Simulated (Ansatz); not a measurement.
# WSe2: the cost of one run

Computed with Ansatz 0.2.0 (DFT PBEsol, scalar-relativistic, plane waves, PAW, unless a step's input says otherwise).

1 further run of the same task is left out (set aside as unsound or not needed). Runs told in other sessions of the task aren't counted.

**1. The system as given**

The structure is hexagonal, space group P-6m2 (No. 187). Conventional cell: a = 3.270 Å, b = 3.270 Å, c = 16.661 Å, α = 90.00°, β = 90.00°, γ = 120.00°. W (site symmetry -6m2) is surrounded by 6 Se at 2.52 Å. Around Se (site symmetry 3m) lie 3 W at 2.52 Å.

As a file:

```xyz
3
Lattice="3.2702 0.0000 0.0000 -1.6351 2.8321 0.0000 0.0000 0.0000 16.6611" Properties=species:S:1:pos:R:3 pbc="T T T"
W     0.0000    0.0000    0.0000
Se    0.0000    1.8881    1.6728
Se    0.0000    1.8881   14.9884
```

It goes back to an entry of the Materials Project, which need not be the stable form.

This cell was relaxed beforehand with the same method: volume 51.44 Å³/atom, gap on the mesh 1.69 eV.

**2. Plan of the line**

Atoms count from 1 in the order of the input.

One atom moved over a plane, all else fixed.

- shift of W1 along [1 0 0]: 7 values from −0.83 to 0.83 Å
- shift of W1 along [1 2 0]: 7 values from −0.83 to 0.83 Å

Nothing else is relaxed (all other atoms fixed). Energies count from the relaxed crystal. Points are written as (first, second).

**3. Point (−0.55 Å, −0.83 Å)**

input.yaml

```yaml
crystal:
  lattice:
    - [3.2702124385, 0.0, 0.0]
    - [-1.6351062193, 2.8320870475, 0.0]
    - [0.0, 0.0, 16.6611438686]
  atoms:
    - { symbol: W, position: [-0.3157289451, -0.2930700879, 0.0] }
    - { symbol: Se, position: [0.3333333333, 0.6666666667, 0.1003991028] }
    - { symbol: Se, position: [0.3333333333, 0.6666666667, 0.8996008972] }
basis:
  ecutwfc: 420
kpoints:
  mp_grid: { grid: [9, 9, 2] }
hamiltonian:
  xc: pbesol
  pseudopotentials: { kind: paw, azcp: { folder: soft_1 } }
scf:
  occupations: { method: gaussian, width: 0.05 }
output:
  forces: true
  stress: true
  eigenvalues: true
```

The run is started by

```
> ansatz run input.yaml --threads 2 --pin off --max-ram 4096MiB --backend cpu --events-out ev --progress --plain --runs-dir out
```

What time and memory should one allow on 2 threads of Arm Neoverse N1, shared host?

About 31 s, with a peak of 0.55 GiB.
